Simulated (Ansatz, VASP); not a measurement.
One calculation of Cs, two programs

```xyz
1
Lattice="-3.0124 3.0124 3.0124 3.0124 -3.0124 3.0124 3.0124 3.0124 -3.0124" Properties=species:S:1:pos:R:3 pbc="T T T"
Cs    0.0000    0.0000    0.0000
```

Change from the starting cell: volume scaled by 0.99, PAW files.

Alike in both runs: task electric field gradients; functional LDA; k mesh 9 × 9 × 9; occupations fermi-dirac, width 0.05 eV; no spin polarisation.

|  | VASP | Ansatz |
| --- | --- | --- |
| version | VASP 6.6.1 | Ansatz 0.2.0 |
| potentials or method | VASP PAW LDA potentials, release 64 (Cs_sv) | PAW with Ansatz's default frozen-core files, scalar-relativistic |
| plane-wave cutoff (eV) | 520 | 420 |
| valence electrons in the cell | 9 | 9 |

|  | VASP | Ansatz | Ansatz less VASP |
| --- | --- | --- | --- |
| pressure (GPa) | -0.3 | -0.3 | +0.01 |
| Vzz of the field gradient on the site that differs most (V/Å²) | 0.0 | 0.0 | 0.00 |

Ansatz warned: «gradients_without_spin_orbit».

The runs have no spin-orbit coupling, so splittings on Cs are missing.
